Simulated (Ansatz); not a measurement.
# Te2Mo: the cost of one run

Computed with Ansatz 0.2.0 (DFT r2SCAN, scalar-relativistic, plane waves, PAW).

### 1 Starting point

It takes space group Pmn2_1 (No. 31, orthorhombic). Conventional cell: a = 3.470 Å, b = 6.332 Å, c = 13.276 Å, α = 90.00°, β = 90.00°, γ = 90.00°. Mo (site symmetry m) is surrounded by 6 Te at 2.70 to 2.80 Å and 2 Mo at 2.88 Å. Around Mo (site symmetry m) lie 6 Te at 2.71 to 2.80 Å and 2 Mo at 2.88 Å. Te (site symmetry m) is surrounded by 3 Mo at 2.70 to 2.71 Å. Te (site symmetry m) is surrounded by 3 Mo at 2.78 to 2.80 Å. Around Te (site symmetry m) lie 3 Mo at 2.79 to 2.80 Å.

As a file:

```xyz
12
Lattice="3.4700 0.0000 0.0000 0.0000 6.3316 0.0000 0.0000 0.0000 13.2756" Properties=species:S:1:pos:R:3 pbc="T T T"
Mo    0.0000    3.8284    6.6208
Mo    1.7350    2.5032   13.2586
Mo    0.0000    0.2097    0.1773
Mo    1.7350    6.1219    6.8150
Te    0.0000    5.4466    8.7776
Te    1.7350    0.8850    2.1398
Te    0.0000    4.0693    1.4955
Te    1.7350    2.2622    8.1333
Te    0.0000    1.8540   11.2976
Te    1.7350    4.4776    4.6598
Te    0.0000    1.3583    5.2957
Te    1.7350    4.9733   11.9334
```

It is the result of an earlier relaxation at this level (volume 24.31 Å³/atom; gap on the mesh: none (metal)).

### 2 Level of theory: r2SCAN

The input, input.yaml:

```yaml
crystal:
  lattice:
    - [3.4700314887, 0.0, 0.0]
    - [0.0, 6.3315785234, 0.0]
    - [0.0, 0.0, 13.2755757828]
  atoms:
    - { symbol: Mo, position: [0.0, 0.6046469657, 0.4987231295] }
    - { symbol: Mo, position: [0.5, 0.3953530343, 0.9987231295] }
    - { symbol: Mo, position: [0.0, 0.0331176915, 0.0133519761] }
    - { symbol: Mo, position: [0.5, 0.9668823085, 0.5133519761] }
    - { symbol: Te, position: [0.0, 0.8602227053, 0.6611848782] }
    - { symbol: Te, position: [0.5, 0.1397772947, 0.1611848782] }
    - { symbol: Te, position: [0.0, 0.6427067186, 0.1126540882] }
    - { symbol: Te, position: [0.5, 0.3572932814, 0.6126540882] }
    - { symbol: Te, position: [0.0, 0.2928197524, 0.8510049598] }
    - { symbol: Te, position: [0.5, 0.7071802476, 0.3510049598] }
    - { symbol: Te, position: [0.0, 0.2145244511, 0.3989019682] }
    - { symbol: Te, position: [0.5, 0.7854755489, 0.8989019682] }
basis:
  ecutwfc: 500
kpoints:
  mp_grid: { grid: [10, 6, 4] }
  band_path:
    path:
      - [[0.0, 0.0, 0.0], [0.5, 0.0, 0.0], [0.5, 0.5, 0.0], [0.0, 0.5, 0.0], [0.0, 0.0, 0.0], [0.0, 0.0, 0.5], [0.5, 0.0, 0.5], [0.5, 0.5, 0.5], [0.0, 0.5, 0.5], [0.0, 0.0, 0.5]]
      - [[0.5, 0.0, 0.0], [0.5, 0.0, 0.5]]
      - [[0.0, 0.5, 0.0], [0.0, 0.5, 0.5]]
      - [[0.5, 0.5, 0.0], [0.5, 0.5, 0.5]]
    npoints: 10
hamiltonian:
  xc: r2scan
scf:
  occupations: { method: gaussian, width: 0.1 }
  n_extra_bands: 30
output:
  forces: true
  stress: true
  eigenvalues: true
  populations: true
  dos: { projected: true, de: 0.02, nscf_kmesh: { grid: [15, 9, 6] } }
  bader: false
```

Started as:

```sh
> ansatz run input.yaml --threads 8 --pin off --max-ram 22528MiB --backend cpu --events-out ev --progress --plain --runs-dir out
```

What time and memory should one allow on 8 threads of Arm Neoverse N1, shared host?

About 10 min, with a peak of 6.1 GiB.
